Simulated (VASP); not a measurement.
# Dy (P6_3/mmc) in VASP: notebook, part 2 of 2

VASP 6.6.1.

## Step 3: Single point, PBEsol, collinear spin, ferromagnetic start

INCAR

```
SYSTEM = Dy
PREC     = Accurate       ! precision mode
ENCUT    = 520            ! plane-wave cutoff, eV
EDIFF    = 1E-6           ! SCF threshold, eV
ISMEAR   = 1              ! smearing method
SIGMA    = 0.2            ! smearing width, eV
LREAL    = .False.        ! projectors in reciprocal space
LASPH    = .True.         ! aspherical terms in the spheres
NELM     = 100            ! most SCF steps
ALGO     = Normal         ! electronic algorithm
ISIF     = 2              ! what is computed and relaxed
LWAVE    = .False.        ! write WAVECAR
LCHARG   = .False.        ! write CHGCAR
ISPIN    = 2              ! spin polarisation
MAGMOM   = 5 5            ! initial moments
LORBIT   = 11             ! projections on sites
LMAXMIX  = 6              ! l up to which the mixer works
GGA      = PS             ! functional
ADDGRID  = .False.
```

KPOINTS

```
regular mesh
0
Gamma
  8 8 4
  0 0 0
```

POSCAR

```
Dy
1.0
    3.5903000000      0.0000000000      0.0000000000
   -1.7951500000      3.1092910072      0.0000000000
    0.0000000000      0.0000000000      5.6475000000
Dy
2
Direct
    0.6390340000      0.3471240000      0.7350940000
    0.3239070000      0.6817830000      0.2438910000
```

Potentials or basis: VASP PAW PBE potentials, release 64 (Dy_3), 4f in core.

The run is started by

```bash
$ cat potpaw_PBE.64/Dy_3/POTCAR > POTCAR
$ mpirun -np 1 vasp_std > vasp.out
```

OUTCAR:

```text
SYSTEM = Dy
   PREC = Accurate
   ENCUT = 520
   EDIFF = 1E-6
   ISMEAR = 1
   LREAL = .False.
   LASPH = .True.
   NELM = 100
   ISIF = 2
   ISPIN = 2
   LORBIT = 11
   GGA = PS

 Found    132 irreducible k-points:

 Following reciprocal coordinates:
            Coordinates               Weight
  0.000000  0.000000  0.000000      1.000000
  0.125000  0.000000  0.000000      2.000000
  0.000000  0.125000  0.000000      2.000000
 -0.125000  0.125000  0.000000      2.000000
  0.250000  0.000000  0.000000      2.000000
  0.000000  0.250000  0.000000      2.000000
   k-points           NKPTS =    132   k-points in BZ     NKDIM =    132   number of bands    NBANDS=     18
   number of dos      NEDOS =    301   number of ions     NIONS =      2
   total plane-waves  NPLWV =  32928
   dimension x,y,z NGX =    28 NGY =   28 NGZ =   42
   dimension x,y,z NGXF=    56 NGYF=   56 NGZF=   84
   ions per type =               2
   NGX,Y,Z   is equivalent  to a cutoff of  12.97, 12.97, 12.36 a.u.
   NGXF,Y,Z  is equivalent  to a cutoff of  25.93, 25.93, 24.73 a.u.
 SYSTEM =  Dy
   PREC   = accura    normal or accurate (medium, high low for compatibility)
   ISTART =      0    job   : 0-new  1-cont  2-samecut
   ICHARG =      2    charge: 1-file 2-atom 10-const
[... 201 lines left out ...]
      4     -19.8885      1.00000
      5     -19.8783      1.00000
      6     -19.8348      1.00000
[... 103 lines left out ...]
      5     -19.9174      1.00000
      6     -19.8989      1.00000
[... 10 lines left out ...]
     17       8.9827      0.00000
     18      10.6717      0.00000

 [... further k-points ...]
[... 5 lines left out ...]
  --------------------------------------------------------------------------------------
  -------------------------------------------------------------------------------------
  Total       -0.6292240     -0.6148015     -0.8218175     -0.0722019      0.0015399      0.0193444
  in kB      -15.9907025    -15.6241760    -20.8851510     -1.8348930      0.0391352      0.4916058
  external PRESSURE =     -17.5000099 kB  Pullay stress =       0.0000000 kB

 VOLUME and BASIS-vectors are now :
 -----------------------------------------------------------------------------
  energy-cutoff  :      520.00
  volume of cell :       63.04
      direct lattice vectors                 reciprocal lattice vectors
     3.590300000  0.000000000  0.000000000     0.278528257  0.160808364  0.000000000
    -1.795150000  3.109291007  0.000000000     0.000000000  0.321616728  0.000000000
     0.000000000  0.000000000  5.647500000     0.000000000  0.000000000  0.177069500

 POSITION                                       TOTAL-FORCE (eV/Angst)
 -----------------------------------------------------------------------------------
      1.67118      1.07931      4.15144         0.065877      0.005481      0.137987
     -0.06098      2.11986      1.37737        -0.065877     -0.005481     -0.137987
 -----------------------------------------------------------------------------------
    total drift:                                0.000000     -0.000001      0.000005

  FREE ENERGIE OF THE ION-ELECTRON SYSTEM (eV)
  ---------------------------------------------------
  free  energy   TOTEN  =        -9.8980933894 eV

  energy  without entropy=       -9.8840455863  energy(sigma->0) =       -9.89341079

 total charge

# of ion       s       p       d       tot
------------------------------------------
    1        0.444   6.388   1.100   7.932
    2        0.444   6.388   1.100   7.932
--------------------------------------------------
tot          0.888  12.776   2.200  15.864

 magnetization (x)

# of ion       s       p       d       tot
------------------------------------------
    1        0.001   0.014   0.028   0.043
    2        0.001   0.014   0.028   0.043
--------------------------------------------------
tot          0.002   0.029   0.056   0.086
```

OSZICAR:

```text
N       E                     dE             d eps       ncg     rms          rms(c)
DAV:   1     0.635671507949E+02    0.63567E+02   -0.82723E+03  9520   0.897E+02
DAV:   2    -0.172393861514E+01   -0.65291E+02   -0.62357E+02  9526   0.264E+02
DAV:   3    -0.473587038015E+01   -0.30119E+01   -0.28771E+01 13482   0.353E+01
[... 14 lines left out ...]
DAV:  18    -0.989804927412E+01   -0.19940E-04   -0.35165E-05 12520   0.234E-02    0.242E-02
DAV:  19    -0.989805952435E+01   -0.10250E-04   -0.11818E-05 10052   0.139E-02    0.213E-02
DAV:  20    -0.989807773203E+01   -0.18208E-04   -0.65130E-05 10730   0.293E-02    0.135E-02
DAV:  21    -0.989808610103E+01   -0.83690E-05   -0.34037E-05 11306   0.219E-02    0.958E-03
DAV:  22    -0.989809369683E+01   -0.75958E-05   -0.62837E-05 10768   0.287E-02    0.577E-03
DAV:  23    -0.989809338938E+01    0.30745E-06   -0.31544E-06 10514   0.939E-03
   1 F= -.98980934E+01 E0= -.98934108E+01  d E =-.140478E-01  mag=     0.1153
```

stdout:

```text
POSCAR found type information on POSCAR Dy
 POSCAR found :  1 types and       2 ions
 scaLAPACK will be used
 -----------------------------------------------------------------------------
|                                                                             |
|                                                                             |
|     You enforced a specific xc type in the INCAR file but a different       |
|     I HOPE YOU KNOW WHAT YOU ARE DOING!                                     |
|                                                                             |
 -----------------------------------------------------------------------------

 LDA part: xc-table for (Slater+PW92), standard interpolation
 POSCAR, INCAR and KPOINTS ok, starting setup
 FFT: planning ... GRIDC
 FFT: planning ... GRID_SOFT
 FFT: planning ... GRID
 WAVECAR not read
 entering main loop
```

Run time: 3.6 min. Hardware: 1 thread of Intel Xeon Platinum 8488C (Sapphire Rapids), shared host; peak memory 0.36 GiB.

These settings aren't checked as converged: the numbers below hold their error.

What came out:

```
Free energy                                           : -9.8981 eV
Pressure                                              : -1.8 GPa
Largest force                                         : 0.153 eV/Å
Band gap on the k mesh                                : none (metal or under the smearing width)
Net moment                                            : 0.12 μB per cell
Site moments                                          : Dy +0.04 μB
Valence electrons inside the program's atomic spheres : Dy 7.93
```

Caveat: the magnetic or orbital state may not be the lowest; the PAW data sets were made with another functional, which shifts forces and pressure a little; spin-orbit coupling is left out, which moves the levels of the heavy elements; the 4f electrons are frozen in the core as for a trivalent ion, so they carry no moment and show no levels.

## Step 4: Single point, PBEsol, collinear spin, ferromagnetic start

INCAR, as its differences from that of step 3:

```diff
@@ -2,3 +2,3 @@
 PREC     = Accurate       ! precision mode
-ENCUT    = 520            ! plane-wave cutoff, eV
+ENCUT    = 460            ! plane-wave cutoff, eV
 EDIFF    = 1E-6           ! SCF threshold, eV
```

KPOINTS

```
regular mesh
0
Gamma
  9 9 5
  0 0 0
```

POSCAR

```
Dy
1.0
    3.5903000000      0.0000000000      0.0000000000
   -1.7951500000      3.1092910072      0.0000000000
    0.0000000000      0.0000000000      5.6475000000
Dy
2
Direct
    0.6666666667      0.3333333333      0.7500000000
    0.3333333333      0.6666666667      0.2500000000
```

The run is started by

```bash
$ cat potpaw_PBE.64/Dy_3/POTCAR > POTCAR
$ mpirun -np 1 vasp_std > vasp.out
```

Wall time 49 s (1 thread of Intel Xeon Platinum 8488C (Sapphire Rapids), shared host); peak memory 0.22 GiB.

The run converged, but some of its settings lie outside the range that counts as converged, so its numbers aren't taken as properties of the crystal.

Results:

```
Free energy                                           : -9.9108 eV
Pressure                                              : -2.0 GPa
Band gap on the k mesh                                : none (metal or under the smearing width)
Net moment                                            : 0.00 μB per cell
Valence electrons inside the program's atomic spheres : Dy 7.93
```

Caveat: the magnetic or orbital state may not be the lowest; the PAW data sets were made with another functional, which shifts forces and pressure a little; spin-orbit coupling is left out, which moves the levels of the heavy elements; the 4f electrons are frozen in the core as for a trivalent ion, so they carry no moment and show no levels.

## Step 5: Single point, PBEsol, collinear spin, ferromagnetic start

INCAR is that of step 4.

KPOINTS is that of step 4.

POSCAR

```
Dy
1.0
    3.5903000000      0.0000000000      0.0000000000
   -1.7951500000      3.1092910072      0.0000000000
    0.0000000000      0.0000000000      5.6475000000
Dy
2
Direct
    0.6390340000      0.3471240000      0.7350940000
    0.3239070000      0.6817830000      0.2438910000
```

The run is started by

```bash
$ cat potpaw_PBE.64/Dy_3/POTCAR > POTCAR
$ mpirun -np 1 vasp_std > vasp.out
```

Wall time 4.3 min (1 thread of Intel Xeon Platinum 8488C (Sapphire Rapids), shared host); peak memory 0.4 GiB.

The run converged, but some of its settings lie outside the range that counts as converged, so its numbers aren't taken as properties of the crystal.

What came out:

```yaml
Free_energy: -9.9045 eV
Pressure: -2.0 GPa
Largest_force: 0.168 eV/Å
Band_gap_on_the_k_mesh: none (metal or under the smearing width)
Net_moment: 0.00 μB per cell
Valence_electrons_inside_the_program's_atomic_spheres: Dy 7.93
```

Caveat: the magnetic or orbital state may not be the lowest; the PAW data sets were made with another functional, which shifts forces and pressure a little; spin-orbit coupling is left out, which moves the levels of the heavy elements; the 4f electrons are frozen in the core as for a trivalent ion, so they carry no moment and show no levels.
